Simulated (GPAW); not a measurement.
# GaN (F-43m) in GPAW: notebook

One crystal, GaN, is run at these levels: PBEsol+D3(BJ)+ATM, PBEsol+D4, PBE; tasks: relaxation of cell and atoms, single point.

All numbers are computed with GPAW 26.7.0; they aren't measurements. Logs are shortened: lines on timing, memory, paths and dates and some standing lists are left out, and cuts for length are marked. The log counts tension as positive stress, the text compression.

**The experiment to reproduce.**

From a printed reference work, textbook, for a bulk crystal of GaN at 0 K: band gap 3.299 eV (direct).

The runs below are set against these values where they give the same quantity.

## 1. The crystal as given

It takes space group F-43m (No. 216, cubic). Conventional cell: a = 4.507 Å, b = 4.507 Å, c = 4.507 Å, α = 90.00°, β = 90.00°, γ = 90.00°. Around Ga (site symmetry -43m) lie 4 N at 1.95 Å. N (site symmetry -43m) is surrounded by 4 Ga at 1.95 Å.

The cell is a database's computed one.

## 2. Relaxation of cell and atoms, PBEsol+D3(BJ)+ATM

The input, run.py:

```python
from ase import Atoms
from ase.calculators.mixing import SumCalculator
from ase.filters import FrechetCellFilter
from ase.io import write
from ase.optimize import BFGS
from dftd3.ase import DFTD3
from gpaw import GPAW, PW, setup_paths

setup_paths.insert(0, '.')

atoms = Atoms(['Ga', 'N'],
              cell=[[0.0, 2.2535006075, 2.2535006075],
                    [2.2535006075, 0.0, 2.2535006075],
                    [2.2535006075, 2.2535006075, 0.0]],
              scaled_positions=[[0.0, 0.0, 0.0],
                                [0.25, 0.25, 0.25]],
              pbc=True)

calc = GPAW(mode=PW(800),
            xc='PBEsol',
            kpts={'size': (10, 10, 10), 'gamma': True},
            occupations={'name': 'fermi-dirac', 'width': 0.05},
            nbands=11,
            convergence={'density': 1e-05, 'forces': 0.0001},
            maxiter=150,
            txt='gpaw.txt')
atoms.calc = SumCalculator([calc, DFTD3(damping='d3bj', params_tweaks=dict(method='pbesol', atm=True))])
opt = BFGS(FrechetCellFilter(atoms), trajectory='relax.traj', logfile='-')
done = opt.run(fmax=0.02, steps=60)
calc.write('gs.gpw')
write('result.traj', atoms)
print('Converged:', done)
print('Cell:', atoms.cell.cellpar().round(4))
print('Volume:', round(atoms.get_volume(), 4))
print(atoms.get_scaled_positions().round(5))
```

Potentials or basis: PAW data sets generated in the run's folder for this functional, pw.

Started as:

```
gpaw-setup -f PBEsol Ga N
OMP_NUM_THREADS=1 python run.py
```

gpaw.txt:

```text
__  _  _
 | _ |_)|_||  |
 |__||  | ||/\| - 26.7.0

Input parameters:
  mode=PW(ecut=800.0),
  convergence={'density': 1e-05, 'forces': 0.0001},
  kpts=MonkhorstPack(size=(10, 10, 10), gamma=True),
  maxiter=150,
  nbands=11,
  occupations=Occupations(name='fermi-dirac', width=0.05),
  xc=XC(name='PBEsol')

Diagonalizing LCAO Hamiltonian
Converting LCAO to pw mode

           N
       Ga

Atoms  # Å, Bohr magnetons
|   | symbol |        x |        y |        z |    initial magnetic moments |
|---|--------|----------|----------|----------|-----------------------------|
| 0 |     Ga | 0.000000 | 0.000000 | 0.000000 | ( 0.0000,  0.0000,  0.0000) |
| 1 |      N | 1.126750 | 1.126750 | 1.126750 | ( 0.0000,  0.0000,  0.0000) |

Unit cell  # Å
| periodic |        x |        y |        z |  lengths |    angles |
|----------|----------|----------|----------|----------|-----------|
|      yes | 0.000000 | 2.253501 | 2.253501 | 3.186931 | 60.000000 |
|      yes | 2.253501 | 0.000000 | 2.253501 | 3.186931 | 60.000000 |
|      yes | 2.253501 | 2.253501 | 0.000000 | 3.186931 | 60.000000 |

Number of symmetries: 24
Symmetry operations  # r_c * U_cc + t_c -> r_c
|    | kind |            matrix            |
|----|------|------------------------------|
|  0 |  E   |  1, 0, 0,  0, 1, 0,  0, 0, 1 |
|  1 |  σ   |  1, 0, 0,  0, 0, 1,  0, 1, 0 |
|  2 |  σ   |  1, 0,-1,  0, 1,-1,  0, 0,-1 |
|  3 |  C3  |  1, 0,-1,  0, 0,-1,  0, 1,-1 |
|  4 |  C3  |  1,-1, 0,  0,-1, 1,  0,-1, 0 |
|  5 |  σ   |  1,-1, 0,  0,-1, 0,  0,-1, 1 |
|  6 |  σ   |  0, 1, 0,  1, 0, 0,  0, 0, 1 |
|  7 |  C3  |  0, 1, 0,  0, 0, 1,  1, 0, 0 |
|  8 |  C2  |  0, 1,-1,  1, 0,-1,  0, 0,-1 |
|  9 |  S4  |  0, 1,-1,  0, 0,-1,  1, 0,-1 |
| 10 |  C3  |  0, 0, 1,  1, 0, 0,  0, 1, 0 |
| 11 |  σ   |  0, 0, 1,  0, 1, 0,  1, 0, 0 |
| 12 |  S4  |  0, 0,-1,  1, 0,-1,  0, 1,-1 |
| 13 |  C3  |  0, 0,-1,  0, 1,-1,  1, 0,-1 |
[... 195 lines left out ...]
Stress tensor  # eV/Ang^3
|         x |         y |         z |
|-----------|-----------|-----------|
| -0.041809 |  0.000000 | -0.000000 |
|  0.000000 | -0.041809 | -0.000000 |
| -0.000000 | -0.000000 | -0.041809 |

Forces  # eV/Ang
|        x |        y |       z |
|----------|----------|---------|
| -0.00000 | -0.00000 | 0.00000 |  # Ga   0
|  0.00000 |  0.00000 | 0.00000 |  # N    1

Interpolating wave functions to new cell

           N
       Ga

Atoms  # Å, Bohr magnetons
|   | symbol |        x |         y |        z |    initial magnetic moments |
|---|--------|----------|-----------|----------|-----------------------------|
| 0 |     Ga | 0.000000 | -0.000000 | 0.000000 | ( 0.0000,  0.0000,  0.0000) |
| 1 |      N | 1.129078 |  1.129078 | 1.129078 | ( 0.0000,  0.0000,  0.0000) |

Unit cell  # Å
| periodic |        x |        y |        z |  lengths |    angles |
|----------|----------|----------|----------|----------|-----------|
|      yes | 0.000000 | 2.258155 | 2.258155 | 3.193514 | 60.000000 |
|      yes | 2.258155 | 0.000000 | 2.258155 | 3.193514 | 60.000000 |
|      yes | 2.258155 | 2.258155 | 0.000000 | 3.193514 | 60.000000 |

Number of symmetries: 24
Symmetry operations  # r_c * U_cc + t_c -> r_c
|    | kind |            matrix            |
|----|------|------------------------------|
|  0 |  E   |  1, 0, 0,  0, 1, 0,  0, 0, 1 |
|  1 |  σ   |  1, 0, 0,  0, 0, 1,  0, 1, 0 |
|  2 |  σ   |  1, 0,-1,  0, 1,-1,  0, 0,-1 |
|  3 |  C3  |  1, 0,-1,  0, 0,-1,  0, 1,-1 |
|  4 |  C3  |  1,-1, 0,  0,-1, 1,  0,-1, 0 |
|  5 |  σ   |  1,-1, 0,  0,-1, 0,  0,-1, 1 |
|  6 |  σ   |  0, 1, 0,  1, 0, 0,  0, 0, 1 |
|  7 |  C3  |  0, 1, 0,  0, 0, 1,  1, 0, 0 |
|  8 |  C2  |  0, 1,-1,  1, 0,-1,  0, 0,-1 |
|  9 |  S4  |  0, 1,-1,  0, 0,-1,  1, 0,-1 |
| 10 |  C3  |  0, 0, 1,  1, 0, 0,  0, 1, 0 |
| 11 |  σ   |  0, 0, 1,  0, 1, 0,  1, 0, 0 |
| 12 |  S4  |  0, 0,-1,  1, 0,-1,  0, 1,-1 |
| 13 |  C3  |  0, 0,-1,  0, 1,-1,  1, 0,-1 |
[... 194 lines left out ...]
Stress tensor  # eV/Ang^3
|         x |         y |         z |
|-----------|-----------|-----------|
| -0.032986 | -0.000000 | -0.000000 |
| -0.000000 | -0.032986 |  0.000000 |
| -0.000000 |  0.000000 | -0.032986 |

Forces  # eV/Ang
|        x |        y |        z |
|----------|----------|----------|
| -0.00000 | -0.00000 | -0.00000 |  # Ga   0
|  0.00000 |  0.00000 |  0.00000 |  # N    1

Interpolating wave functions to new cell

           N
       Ga

Atoms  # Å, Bohr magnetons
|   | symbol |        x |         y |         z |    initial magnetic moments |
|---|--------|----------|-----------|-----------|-----------------------------|
| 0 |     Ga | 0.000000 | -0.000000 | -0.000000 | ( 0.0000,  0.0000,  0.0000) |
| 1 |      N | 1.133648 |  1.133648 |  1.133648 | ( 0.0000,  0.0000,  0.0000) |

Unit cell  # Å
| periodic |         x |        y |         z |  lengths |    angles |
|----------|-----------|----------|-----------|----------|-----------|
|      yes | -0.000000 | 2.267295 |  2.267295 | 3.206440 | 60.000000 |
|      yes |  2.267295 | 0.000000 |  2.267295 | 3.206440 | 60.000000 |
|      yes |  2.267295 | 2.267295 | -0.000000 | 3.206440 | 60.000000 |

Number of symmetries: 24
Symmetry operations  # r_c * U_cc + t_c -> r_c
|    | kind |            matrix            |
|----|------|------------------------------|
|  0 |  E   |  1, 0, 0,  0, 1, 0,  0, 0, 1 |
|  1 |  σ   |  1, 0, 0,  0, 0, 1,  0, 1, 0 |
|  2 |  σ   |  1, 0,-1,  0, 1,-1,  0, 0,-1 |
|  3 |  C3  |  1, 0,-1,  0, 0,-1,  0, 1,-1 |
|  4 |  C3  |  1,-1, 0,  0,-1, 1,  0,-1, 0 |
|  5 |  σ   |  1,-1, 0,  0,-1, 0,  0,-1, 1 |
|  6 |  σ   |  0, 1, 0,  1, 0, 0,  0, 0, 1 |
|  7 |  C3  |  0, 1, 0,  0, 0, 1,  1, 0, 0 |
|  8 |  C2  |  0, 1,-1,  1, 0,-1,  0, 0,-1 |
|  9 |  S4  |  0, 1,-1,  0, 0,-1,  1, 0,-1 |
| 10 |  C3  |  0, 0, 1,  1, 0, 0,  0, 1, 0 |
| 11 |  σ   |  0, 0, 1,  0, 1, 0,  1, 0, 0 |
| 12 |  S4  |  0, 0,-1,  1, 0,-1,  0, 1,-1 |
| 13 |  C3  |  0, 0,-1,  0, 1,-1,  1, 0,-1 |
[... 194 lines left out ...]
Stress tensor  # eV/Ang^3
|         x |         y |         z |
|-----------|-----------|-----------|
| -0.016430 | -0.000000 |  0.000000 |
| -0.000000 | -0.016430 |  0.000000 |
|  0.000000 |  0.000000 | -0.016430 |

Forces  # eV/Ang
|       x |       y |        z |
|---------|---------|----------|
| 0.00000 | 0.00000 | -0.00000 |  # Ga   0
| 0.00000 | 0.00000 | -0.00000 |  # N    1

# Writing to gs.gpw (mode='')
```

stdout:

```text
Step          Energy          fmax
BFGS:    0      -13.424280        0.288873
BFGS:    1      -13.427810        0.191202
BFGS:    2      -13.431323        0.004715
Converged: True
Cell: [ 3.2064  3.2064  3.2064 60.     60.     60.    ]
Volume: 23.3106
[[0.   0.   0.  ]
 [0.25 0.25 0.25]]
```

Wall time 43 s (1 thread of Arm Neoverse V1, shared host); peak memory 0.19 GiB.

Results:

* Free energy: -13.4313 eV
* Relaxed volume: 11.66 Å³/atom
* Relaxed cell: a = 3.206 Å, b = 3.206 Å, c = 3.206 Å, α = 60.00°, β = 60.00°, γ = 60.00°
* Space group after relaxing (to 0.05 Å): F-43m (No. 216)
* Energy gained by relaxing: 3.5 meV/atom
* Ionic steps: 3
* Pressure after relaxing: 0.1 GPa
* Band gap on the k mesh: 1.67 eV, direct
* Dispersion energy per atom: -0.200 eV

Step by step:
```csv
step,energy change (eV),largest force (eV/Å),pressure (GPa),volume (Å³)
1,0.0000,0.0000,4.04,22.89
2,-0.0035,0.0000,2.66,23.03
3,-0.0070,0.0000,0.06,23.31
```

Final structure:
```yaml
crystal:
  lattice:
    - [0.00000, 2.26730, 2.26730]
    - [2.26730, 0.00000, 2.26730]
    - [2.26730, 2.26730, 0.00000]
  atoms:
    - { symbol: Ga, position: [0.00000, 0.00000, 0.00000] }
    - { symbol: N, position: [0.25000, 0.25000, 0.25000] }
```

Caveat: the data sets keep Ga 3d, Li 1s and Be 1s frozen, and some such compounds lay over 1.5 % in volume off other programs; later steps reuse the first step's grids.

(Part 1 of 2 ends here.)
